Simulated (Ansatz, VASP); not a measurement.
# WSe3: VASP beside Ansatz

```xyz
4
Lattice="4.5820 0.0000 0.0000 0.0000 4.5820 0.0000 0.0000 0.0000 4.5820" Properties=species:S:1:pos:R:3 pbc="T T T"
W     0.0000    0.0000    0.0000
Se    0.0000    0.0000    2.2910
Se    0.0000    2.2910    0.0000
Se    2.2910    0.0000    0.0000
```

Alike in both runs: functional PBEsol; k mesh 10 × 10 × 10; occupations fermi-dirac, width 0.15 eV; no spin polarisation.

Ansatz relaxed the structure, and its values are those at the end. VASP's run is a single point on that final structure, the one shown.

|  | VASP | Ansatz |
| --- | --- | --- |
| version | VASP 6.6.1 | Ansatz 0.2.0 |
| potentials or method | VASP PAW PBE potentials, release 64 (W_sv, Se) | scalar-relativistic, plane waves, PAW |
| plane-wave cutoff (eV) | 520 | 420 |
| valence electrons in the cell | 32 | 62 |

Ansatz gave:

```
gap on the k mesh at the Fermi level (eV) : none
pressure (GPa)                            : 25.0
```

Problem. Which values does VASP return?

Solution. gap on the k mesh at the Fermi level (eV): none; pressure (GPa): 25.4.

A gap of «none» marks a metal or a gap that the smearing closes. With one functional, cell and mesh, what is left measures potentials, basis and numerics. The two sets of potentials don't hold the same shells in valence.

Caveats: so large a pressure means that the cell lies far from this level's equilibrium, or that cutoff or potentials fall short (VASP); the potentials were made for another functional, which shifts forces and pressure (VASP). Spin-orbit coupling is left out, which matters for the levels of W.
